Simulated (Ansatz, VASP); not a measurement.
**Cross-check of P (linear P chain) between VASP and Ansatz**

Aim: how closely do two programs agree when they are given the same cell, functional and k mesh? The structure shown is the end of the Ansatz relaxation below. Other levels of theory on this material are compared in a session of their own.

Calculated with Ansatz 0.2.0; plane waves, with VASP 6.6.1 beside it; single point at LDA.

**1. Set-up**

The cell holds 1 atom: 1 P. Cell: a = 7.500 Å, b = 7.500 Å, c = 2.082 Å, α = 90.0°, β = 90.0°, γ = 90.0°. Vacuum lies along a and b. The structure's axis is c.

**2. Ansatz: relaxation, LDA**

Ansatz runs on its default PAW (the set named soft_2) files.

This run makes the geometry at which the two programs are then compared.

The input, input.yaml:

```yaml
crystal:
  lattice:
    - [7.5, 0.0, 0.0]
    - [0.0, 7.5, 0.0]
    - [0.0, 0.0, 1.9902]
  atoms:
    - { symbol: P, position: [0.5, 0.5, 0.0], spin: 0.3 }
magnetization:
  spin_polarized: true
kpoints:
  mp_grid: { grid: [1, 1, 41] }
scf:
  occupations: { method: fermi_dirac, width: 0.05 }
hamiltonian:
  xc: lda
relax:
  cell: { fix: [a, b, alpha, beta, gamma] }
  max_steps: 60
```

On the command line:

```bash
$ ansatz run input.yaml --threads 4 --pin off --max-ram 8192MiB --backend cpu --events-out ev --progress --plain --runs-dir out
```

Numbers of over 12 decimals in the logs are rounded to 6 here.

What it wrote:

```text
Engine: ansatz 0.2.0, aarch64-unknown-linux-gnu
Pseudopotentials: kind: paw
Pseudopotential: P, paw, valence charge 5, recommended cutoff 420 eV (normal), P.paw.azcp
Functional definition: SPW92
  exchange = slater_x
  correlation = pw_c
Crystal: 1 atoms, lattice volume = 111.949 Å³
Basis set: ecut = 420 eV, 2199 PW (Γ)
Bands: 7, of which v1, the nominal top of the filled ones, is band 3 counted from 1 (2 counted from 0)
Symmetry: 16 space group operations
Space group: P4/mmm (ITA 123), of the structure as read, at distance tolerance 4.8e-5 Å
Magnetic group: BNS 123.339 (UNI 999), of the structure as read, at distance tolerance 4.8e-5 Å
k-points: 21 of 41
Non-local potential: P, projectors of the file, l = 0: 2, l = 1: 2, l = 2: 2
PAW form: soft (Blöchl's): semilocal exchange-correlation on the pseudo side does not see the compensation charge
PAW frozen core: P, regenerated for the run's functional, and the local potential with it (the file was generated under x = pbe(κ = 0.804, μ = 0.219515), c = pbe(β = 0.066725))
PAW one-centre angular grid: P, 110 points (default); XC on 64 Gauss nodes
Initial density: superposition of atomic densities (neutral atoms: chi_scale 0, normalization atom)
Starting moments: Σ|m| = 0.3 μB on 1 of 1 site
Initial wavefunctions: pseudopotential atomic-orbital guess
Functional: x = slater, c = lda
SCF iter   1: F=—  HF=-724.546822 eV  |F-HF|=—  |Δ(HF+E_count)|=         —  Δρ=8.48e-3 (↑5.62e-3 ↓8.48e-3)  dr2=2.80e-1  dr2_m=1.08e-2  M=0.048 μB ∫|m|=0.051 μB  β_m=0.30  ethr=3.10e-3  ⟨swp⟩=6.7  Hψ=3153  notcnv=0
preconditioner: auto → none  [insulator: Δε(μ)=0.177 eV  Ē_g=10.050 eV  σ=0.050 eV  W_gap=0.59  n_scr=8 (ndim 8)  ℏωp=6.9 eV  f_vac=0.594  D(μ)=0.54/eV (n_scr^D=4)  ε∞_Penn≈1.5]
SCF iter   2: F=—  HF=-724.456929 eV  |F-HF|=—  |Δ(HF+E_count)|=   8.99e-2  Δρ=4.96e-3 (↑3.36e-3 ↓4.96e-3)  dr2=7.84e-2  dr2_m=4.74e-3  M=0.058 μB ∫|m|=0.059 μB  β_m=0.30  ethr=3.10e-3  ⟨swp⟩=2.1  Hψ=715  notcnv=0  defer=1
SCF iter   3: F=—  HF=-724.427832 eV  |F-HF|=—  |Δ(HF+E_count)|=   2.91e-2  Δρ=2.01e-3 (↑2.01e-3 ↓1.47e-3)  dr2=3.33e-3  dr2_m=2.41e-3  M=0.062 μB ∫|m|=0.062 μB  β_m=0.30  ethr=1.57e-3  ⟨swp⟩=2.6  Hψ=580  notcnv=0  defer=1
SCF iter   4: F=—  HF=-724.429382 eV  |F-HF|=—  |Δ(HF+E_count)|=   1.55e-3  Δρ=1.63e-3 (↑9.34e-4 ↓1.63e-3)  dr2=3.26e-3  dr2_m=1.40e-3  M=0.053 μB ∫|m|=0.053 μB  β_m=0.30  ethr=6.66e-5  ⟨swp⟩=2.7  Hψ=649  notcnv=0  defer=11
SCF iter   5: F=—  HF=-724.428828 eV  |F-HF|=—  |Δ(HF+E_count)|=   5.54e-4  Δρ=9.22e-4 (↑9.22e-4 ↓9.12e-4)  dr2=1.30e-5  dr2_m=8.58e-4  M=0.048 μB ∫|m|=0.048 μB  β_m=0.30  ethr=6.51e-5  ⟨swp⟩=2.4  Hψ=439  notcnv=0  defer=11
SCF iter   6: F=—  HF=-724.429345 eV  |F-HF|=—  |Δ(HF+E_count)|=   5.18e-4  Δρ=7.49e-4 (↑7.25e-4 ↓7.49e-4)  dr2=3.19e-6  dr2_m=5.57e-4  M=0.041 μB ∫|m|=0.041 μB  β_m=0.30  ethr=2.59e-7  ⟨swp⟩=2.6  Hψ=431  notcnv=0  defer=9
SCF iter   7: F=—  HF=-724.429683 eV  |F-HF|=—  |Δ(HF+E_count)|=   3.38e-4  Δρ=6.02e-4 (↑6.02e-4 ↓6.02e-4)  dr2=1.42e-8  dr2_m=3.72e-4  M=0.036 μB ∫|m|=0.036 μB  β_m=0.30  ethr=2.00e-9  ⟨swp⟩=4.2  Hψ=1138  notcnv=0
Mixer restart at iter 7: flushing history
spin-set hold released at iteration 7 (site moments contracting): the magnetisation degrees of freedom join the quasi-Newton model from the next iteration; the mixer history was flushed
SCF iter   8: F=—  HF=-724.429910 eV  |F-HF|=—  |Δ(HF+E_count)|=   2.26e-4  Δρ=4.98e-4 (↑4.97e-4 ↓4.98e-4)  dr2=1.83e-8  dr2_m=2.54e-4  M=0.030 μB ∫|m|=0.031 μB  β_m=0.46  ethr=2.84e-10  ⟨swp⟩=5.8  Hψ=912  notcnv=0
SCF iter   9: F=—  HF=-724.430364 eV  |F-HF|=—  |Δ(HF+E_count)|=   4.55e-4  Δρ=1.78e-4 (↑1.78e-4 ↓1.75e-4)  dr2=3.02e-8  dr2_m=3.20e-5  M=0.012 μB ∫|m|=0.012 μB  β_m=0.82  ethr=2.84e-10  ⟨swp⟩=7.1  Hψ=1036  notcnv=0
SCF iter  10: F=—  HF=-724.430434 eV  |F-HF|=—  |Δ(HF+E_count)|=   6.92e-5  Δρ=1.50e-5 (↑1.43e-5 ↓1.50e-5)  dr2=1.11e-8  dr2_m=2.21e-7  M=0.001 μB ∫|m|=0.001 μB  β_m=0.91  ethr=2.84e-10  ⟨swp⟩=6.0  Hψ=924  notcnv=0
SCF iter  11: F=—  HF=-724.430434 eV  |F-HF|=—  |Δ(HF+E_count)|=   3.90e-7  Δρ=4.41e-6 (↑2.22e-6 ↓4.41e-6)  dr2=2.15e-8  dr2_m=1.01e-8  M=-0.000 μB ∫|m|=0.000 μB  β_m=0.76  ethr=2.23e-10  ⟨swp⟩=4.9  Hψ=821  notcnv=0
SCF iter  12: F=—  HF=-724.430434 eV  |F-HF|=—  |Δ(HF+E_count)|=   6.82e-9  Δρ=1.64e-6 (↑1.64e-6 ↓1.46e-6)  dr2=1.44e-10  dr2_m=2.45e-9  M=-0.000 μB ∫|m|=0.000 μB  β_m=0.78  ethr=2.23e-10  ⟨swp⟩=4.1  Hψ=732  notcnv=0
SCF iter  13: F=—  HF=-724.430434 eV  |F-HF|=—  |Δ(HF+E_count)|=   4.91e-9  Δρ=1.05e-7 (↑1.05e-7 ↓7.54e-8)  dr2=1.08e-12  dr2_m=8.24e-12  M=-0.000 μB ∫|m|=0.000 μB  β_m=0.89  ethr=2.88e-12  ⟨swp⟩=3.2  Hψ=644  notcnv=0
SCF iter  14: F=-724.430434 eV  HF=-724.430434 eV  |F-HF|=5.68e-13  |Δ(HF+E_count)|=  9.09e-12  Δρ=2.76e-8 (↑2.76e-8 ↓2.24e-8)  dr2=1.28e-13  dr2_m=6.27e-13  M=0.000 μB ∫|m|=0.000 μB  ethr=1.00e-12  ⟨swp⟩=1.5  Hψ=464  notcnv=0
[...]
iter 5 did not close the SCF: its close was put off for a magnetic moment that had not settled (scf_convergence_deferred on its scf_iter line)
SCF iter   5: F=-724.514059 eV  HF=-724.514059 eV  |F-HF|=2.44e-9  |Δ(HF+E_count)|=   1.40e-7  Δρ=1.89e-6 (↑1.89e-6 ↓1.61e-6)  dr2=2.98e-9  dr2_m=2.29e-9  M=-0.000 μB ∫|m|=0.000 μB  β_m=0.79  ethr=2.00e-9  ⟨swp⟩=5.3  Hψ=842  notcnv=0
iter 6 did not close the SCF: its close was put off for a magnetic moment that had not settled (scf_convergence_deferred on its scf_iter line)
SCF iter   6: F=-724.514059 eV  HF=-724.514059 eV  |F-HF|=3.85e-11  |Δ(HF+E_count)|=   3.09e-9  Δρ=2.07e-7 (↑1.87e-7 ↓2.07e-7)  dr2=1.70e-11  dr2_m=3.82e-11  M=-0.000 μB ∫|m|=0.000 μB  β_m=0.90  ethr=5.96e-11  ⟨swp⟩=1.5  Hψ=811  notcnv=0
SCF iter   7: F=-724.514059 eV  HF=-724.514059 eV  |F-HF|=5.68e-13  |Δ(HF+E_count)|=  5.38e-11  Δρ=2.01e-8 (↑2.01e-8 ↓1.95e-8)  dr2=1.46e-13  dr2_m=3.97e-13  M=-0.000 μB ∫|m|=0.000 μB  ethr=1.00e-12  ⟨swp⟩=1.0  Hψ=802  notcnv=0
the starting moments were not kept: the SCF closed with an absolute magnetisation of 3.9e-7 μB, where they sum to 0.3 μB in size (1 site). That is at most 0.1 of that sum. Measured as dr2_m measures the in/out step, that magnetisation stands 3.1e-14 eV from none, at or under the dr2_threshold of 1.0e-7 eV: it is no larger than a step whose dr2_m would equal this threshold.
SCF 3 converged in 7 iterations: F = -724.514059 eV  dr2 = 1.46e-13
  greatest PAW one-centre occupation: 0.818 electrons in one spin orbital (limit 2), on the P atom at site 0 (counted from 0), in its partial waves of l = 0
relax step   3: F+E_penalty+E_count = -724.51405886 eV  Δ(F+E_penalty+E_count) = -6.956e-3 eV  max|allowed force component| = 0.000e0 eV/Å  Δτ_max = 0.0000 Å  P = -0.005 GPa  Ω = 117.271 Å³  energy of the carried Pulay correction = -2.864e-4 eV  fix = [a, b, alpha, beta, gamma]  reactions: a +0.084, b +0.084 GPa  (7 SCF iters, dr2 threshold 1.00e-7 eV, accepted)
[...]
relax step   4: F+E_penalty+E_count = -724.51417045 eV  Δ(F+E_penalty+E_count) = -1.116e-4 eV  max|allowed force component| = 0.000e0 eV/Å  Δτ_max = 0.0000 Å  P = +0.054 GPa  Ω = 117.098 Å³  energy of the carried Pulay correction = -2.773e-4 eV  fix = [a, b, alpha, beta, gamma]  reactions: a +0.084, b +0.084 GPa  (6 SCF iters, dr2 threshold 8.40e-8 eV, accepted)
[...]
relax step   5: F+E_penalty+E_count = -724.51470220 eV  Δ(F+E_penalty+E_count) = -5.317e-4 eV  max|allowed force component| = 0.000e0 eV/Å  Δτ_max = 0.0000 Å  P = +0.062 GPa  Ω = 117.098 Å³  fix = [a, b, alpha, beta, gamma]  reactions: a +0.087, b +0.087 GPa  stress off target by 1.24e-2 GPa on what of the cell is left free  SCF on the basis re-selected at this cell (its energy is not comparable with the rows above)  (5 SCF iters)
basis re-selected at this cell: Δ(F+E_penalty+E_count) = -5.317e-4 eV, ΔP = +0.008 GPa vs the last step (what re-selecting the basis moved, of the pressure what is left beyond the Pulay correction that the steps carried, after the strain that the cell walked since its last selection, with what the two solves' SCF thresholds leave and, on support functions, any second-order correction that the steps lacked; it is no measure of the basis error at this ecutwfc). This SCF's stress stands 1.24e-2 GPa from its target on what of the cell is left free (relax.cell.stress_tol is 5.00e-2 GPa) and its largest allowed force component is 0.00e0 eV/Å (relax.f_tol is 1.00e-2 eV/Å): [rest of the remark cut]
SCF converged after 5 iterations
Magnetization: 0.0000 μB (2.5000 up, 2.5000 down)
Absolute magnetization: 0.0000 μB (∫|ρ↑−ρ↓|, with the PAW one-centre terms)
Spin contamination: 0.0000 ħ² per cell (⟨S²⟩ above its minimum at these occupations)
Per-site moments (μB) at R_I (Å): [(1.0978329898359341e-9, 0.858716)]
Free energy (F): -724.514702 eV
Harris-Foulkes:  -724.514702 eV  (|F-HF|=5.34e-12)
Internal energy: -724.510909 eV  (E = F + TS)
E sigma→0 (E₀):  -724.512806 eV
Entropy (-TS):   -0.003793 eV (-3.793 meV/atom)
Fermi energy:    -3.677845 eV
--- Per-component energies (eV) ---
  E_band       = -44.427774
  E_kinetic    = 68.505817
  E_local      = -326.973547  (includes V_loc(G=0)·N_el)
  E_nonlocal   = 35.638090
  E_hartree    = 122.513663
  E_xc         = -59.195957
  E_vxc        = -58.283908  (∫ρ·V_xc dr)
  E_paw        = -540.082549  (= ΣΔE_a)
  E_vpaw       = -8.341523  (= ΣTr[D̂ρ^β])
  E_aug_tail   = 0.000004  (compensation charges beyond the density's cutoff)
  E_ewald      = -25.033781
  E_core_change = 0.117351  (= ΣΔE_core)
  E_smearing   = -0.003793  (= −TS)
  E_closure    = -0.000000  (closes the sum)
  Σ components = -724.514702   (vs F -724.514702, Δ=0.00e0)
--- Forces (eV/Å), atoms counted from 1 ---
  atom   1  P      0.00000000    -0.00000000     0.00000000
  max |Σ_I F_I| component: 5.52e-30 eV/Å
--- Stress (GPa, compression-positive) ---
        0.086827       0.000000       0.000000
        0.000000       0.086827       0.000000
        0.000000       0.000000       0.012418
  P = ⅓ Tr σ = 0.0620 GPa (0.620 kbar)
--- Relaxed structure (4 steps of the walk, 4 accepted, 1 SCFs on fresh bases) ---
  F+E_penalty+E_count = -724.51470220 eV   max|allowed force component| = 0.000e0 eV/Å   (the final SCF, on the basis selected at the relaxed cell)
  cell:  # Å, volume = 117.0977 Å³
    - [7.5, 0.0, 0.0]
    - [0.0, 7.5, 0.0]
    - [0.0, 0.0, 2.081737]
  atoms:
    - { symbol: P, position: [0.5, 0.5, 0.0] }
```

Reading the cycles: dr2 is the Hartree energy of the density residual (eV), the measure of convergence; HF is the Harris–Foulkes estimate of the energy, which meets the free energy F at convergence.

**3. VASP: single point, LDA**

The same cell, functional (in two slightly different forms), mesh and smearing now go to VASP, with its own data sets.

Lines of VASP's logs that name or quote its potential files are left out, and so is its time.

The input, INCAR:

```
SYSTEM = P
PREC = Accurate
ENCUT = 500
EDIFF = 1E-06
NELM = 200
ISMEAR = -1
SIGMA = 0.05
LREAL = .FALSE.
ALGO = Normal
GGA = CA
NBANDS = 9
ISPIN = 2
MAGMOM = 0
LORBIT = 11
LWAVE = .FALSE.
LCHARG = .FALSE.
ISIF = 2
LASPH = .TRUE.
GGA_COMPAT = .FALSE.
```

The input, POSCAR:

```
P
1.0
    7.5000000000      0.0000000000      0.0000000000
    0.0000000000      7.5000000000      0.0000000000
    0.0000000000      0.0000000000      2.0817367962
P
1
Direct
    0.5000000000      0.5000000000      0.0000000000
```

The input, KPOINTS:

```
Automatic mesh
0
Gamma
1 1 41
0 0 0
```

PAW data sets: P (LDA family, release 64).

On the command line:

```bash
$ mpirun -np 1 vasp_std
```

What it wrote:

```text
[banner, memory and clock lines left out]
running    1 mpi-ranks, on    1 nodes
 distrk:  each k-point on    1 cores,    1 groups
 distr:  one band on    1 cores,    1 groups

 POSCAR found type information on POSCAR P
 POSCAR found :  1 types and       1 ions
 LDA part: xc-table for (Slater(with rela. corr.)+CA(PZ))
 , standard interpolation
 POSCAR, INCAR and KPOINTS ok, starting setup
 FFT: planning ... GRIDC
 FFT: planning ... GRID_SOFT
 FFT: planning ... GRID
 WAVECAR not read
 entering main loop
       N       E                     dE             d eps       ncg     rms          rms(c)
DAV:   1     0.203373409229E+02    0.20337E+02   -0.15611E+03   756   0.321E+02
DAV:   2    -0.304637586514E+01   -0.23384E+02   -0.17864E+02   971   0.556E+01
DAV:   3    -0.463938474833E+01   -0.15930E+01   -0.15627E+01  1010   0.192E+01
DAV:   4    -0.465536755905E+01   -0.15983E-01   -0.15980E-01  1044   0.228E+00
DAV:   5    -0.465559217176E+01   -0.22461E-03   -0.22461E-03   997   0.212E-01    0.483E+00
DAV:   6    -0.459803436853E+01    0.57558E-01   -0.52482E-02   897   0.933E-01    0.285E+00
DAV:   7    -0.457477472998E+01    0.23260E-01   -0.86459E-02   956   0.121E+00    0.164E-01
DAV:   8    -0.457529876210E+01   -0.52403E-03   -0.50644E-03   839   0.382E-01    0.126E-01
DAV:   9    -0.457550696788E+01   -0.20821E-03   -0.14562E-04  1092   0.660E-02    0.851E-02
DAV:  10    -0.457608400995E+01   -0.57704E-03   -0.17838E-04   799   0.440E-02    0.394E-02
DAV:  11    -0.457629992483E+01   -0.21591E-03   -0.18782E-05  1024   0.198E-02    0.238E-02
DAV:  12    -0.457655429725E+01   -0.25437E-03   -0.12471E-05   870   0.146E-02    0.561E-02
DAV:  13    -0.457662443960E+01   -0.70142E-04   -0.27822E-05   896   0.177E-02    0.200E-02
DAV:  14    -0.457662561876E+01   -0.11792E-05   -0.21634E-07   914   0.266E-03    0.137E-02
DAV:  15    -0.457665029561E+01   -0.24677E-04   -0.13018E-06   818   0.482E-03    0.359E-03
DAV:  16    -0.457665493415E+01   -0.46385E-05   -0.26502E-07   812   0.199E-03    0.279E-03
DAV:  17    -0.457665511813E+01   -0.18397E-06   -0.38231E-09  1049   0.320E-04
   1 F= -.45766551E+01 E0= -.45747554E+01  d E =-.379937E-02  mag=    -0.0000
```

Parts of OUTCAR (step 3):

```text
ion  position               nearest neighbor table
   1  0.500  0.500  0.000-

  LATTYP: Found a simple tetragonal cell.
 ALAT       =     7.5000000000
 C/A-ratio  =     0.2775649062

 Subroutine GETGRP returns: Found 16 space group operations
 (whereof 16 operations were pure point group operations)

The static configuration has the point symmetry D_4h.

 Found     21 irreducible k-points:

   k-points           NKPTS =     21   k-points in BZ     NKDIM =     21   number of bands    NBANDS=      9

   dimension x,y,z NGX =    56 NGY =   56 NGZ =   16
   dimension x,y,z NGXF=   112 NGYF=  112 NGZF=   32

   ENCUT  =  500.0 eV  36.75 Ry    6.06 a.u.  13.67 13.67  3.80*2*pi/ulx,y,z

   NELECT =       5.0000    total number of electrons

 k-points in reciprocal lattice and weights: Automatic mesh
   0.00000000  0.00000000  0.00000000       0.024
   0.00000000  0.00000000  0.02439024       0.049
   0.00000000  0.00000000  0.04878049       0.049
   0.00000000  0.00000000  0.07317073       0.049
   0.00000000  0.00000000  0.09756098       0.049
   0.00000000  0.00000000  0.12195122       0.049
   0.00000000  0.00000000  0.14634146       0.049
   0.00000000  0.00000000  0.17073171       0.049
   0.00000000  0.00000000  0.19512195       0.049
[...]
0.00000000  0.00000000  0.46341463       0.049
   0.00000000  0.00000000  0.48780488       0.049

 average (electrostatic) potential at core
       1 -93.4541

 E-fermi :  -3.8392

 spin component 1
 k-point     1 :       0.0000    0.0000    0.0000
  band No.  band energies     occupation
      1     -16.5715      1.00000
      2      -6.5586      1.00000
      3      -6.5586      1.00000
      4       0.0692      0.00000
      5       1.7807      0.00000
      6       2.6243      0.00000
      7       3.5103      0.00000
      8       3.5103      0.00000
    ...

 k-point     2 :       0.0000    0.0000    0.0244
  band No.  band energies     occupation
      1     -16.5525      1.00000
      2      -6.5402      1.00000
      3      -6.5402      1.00000
      4       0.0874      0.00000
      5       1.8012      0.00000
      6       2.6446      0.00000
      7       3.5305      0.00000
      8       3.5305      0.00000
    ...

 k-point     3 :       0.0000    0.0000    0.0488
  band No.  band energies     occupation
      1     -16.4953      1.00000
      2      -6.4849      1.00000
      3      -6.4849      1.00000
      4       0.1418      0.00000
      5       1.8626      0.00000
      6       2.7055      0.00000
      7       3.5912      0.00000
      8       3.5912      0.00000
    ...

 k-point     4 :       0.0000    0.0000    0.0732
  band No.  band energies     occupation
      1     -16.4001      1.00000
      2      -6.3929      1.00000
      3      -6.3929      1.00000
      4       0.2309      0.00000
      5       1.9649      0.00000
      6       2.8070      0.00000
      7       3.6922      0.00000
      8       3.6922      0.00000
    ...

 k-point     5 :       0.0000    0.0000    0.0976
  band No.  band energies     occupation
      1     -16.2670      1.00000
      2      -6.2642      1.00000
      3      -6.2642      1.00000
      4       0.3522      0.00000
      5       2.1082      0.00000
      6       2.9491      0.00000
      7       3.8337      0.00000
      8       3.8337      0.00000
    ...

 k-point     6 :       0.0000    0.0000    0.1220
  band No.  band energies     occupation
      1     -16.0962      1.00000
      2      -6.0988      1.00000
      3      -6.0988      1.00000
      4       0.5000      0.00000
      5       2.2923      0.00000
      6       3.1316      0.00000
      7       3.8825      0.00000
      8       4.0155      0.00000
    ...

  Total        0.0588372      0.0588372     -0.0221540      0.0000000     -0.0000000      0.0000000
  in kB        0.8050345      0.8050345     -0.3031193      0.0000000     -0.0000000      0.0000000
  external PRESSURE =       0.4356499 kB  Pullay stress =       0.0000000 kB

  energy-cutoff  :      500.00
  volume of cell :      117.10
      direct lattice vectors                 reciprocal lattice vectors
     7.500000000  0.000000000  0.000000000     0.133333333  0.000000000  0.000000000
     0.000000000  7.500000000  0.000000000     0.000000000  0.133333333  0.000000000
     0.000000000  0.000000000  2.081736796     0.000000000  0.000000000  0.480368124

 POSITION                                       TOTAL-FORCE (eV/Angst)
 -----------------------------------------------------------------------------------
      3.75000      3.75000      0.00000         0.000000      0.000000      0.000000
 -----------------------------------------------------------------------------------
    total drift:                               -0.000000     -0.000000     -0.000000

  FREE ENERGIE OF THE ION-ELECTRON SYSTEM (eV)
  ---------------------------------------------------
  free  energy   TOTEN  =        -4.5766551181 eV

  energy  without entropy=       -4.5728557505  energy(sigma->0) =       -4.57475543

 total charge
# of ion       s       p       d       tot
------------------------------------------
    1        1.114   1.351   0.000   2.465

 magnetization (x)
# of ion       s       p       d       tot
------------------------------------------
    1       -0.000  -0.000   0.000  -0.000

[... 1 further part left out ...]
```

**4. Comparison**

Known differences besides the potentials themselves: the two LDA forms differ slightly; the cutoff is 420 eV in Ansatz and 500 eV in VASP; VASP's log shows a relativistic correction to its local exchange, Ansatz's none; Ansatz's pressure holds a Pulay correction, VASP's none. Total energies have different zeros and are not compared.

Compared:

```tsv
quantity	Ansatz	VASP	difference
pressure (GPa)	0.06	0.04	+0.02
```

**5. What came out**

- difference in pressure (single point, LDA): 0.018 GPa

The difference in pressure is 0.018 GPa (single point, LDA), within the 1 GPa picked in this series as the mark of a large difference. 3 further runs of this series are not shown here. How closely two codes agree says nothing of how well the functional describes the real material.

[Lines on the potential files, build, host, timing and source positions are cut from VASP's logs without a mark.]

[Logs are printed without paths, hosts, clocks, repeated set-up lines and the standing remarks that a program may print on its own settings, such as how far it seeks lower states.]

[Hosts, paths, dates, database ids (printed as entryN), source tags and the programs' standing remarks are cut or masked in the printed files.]
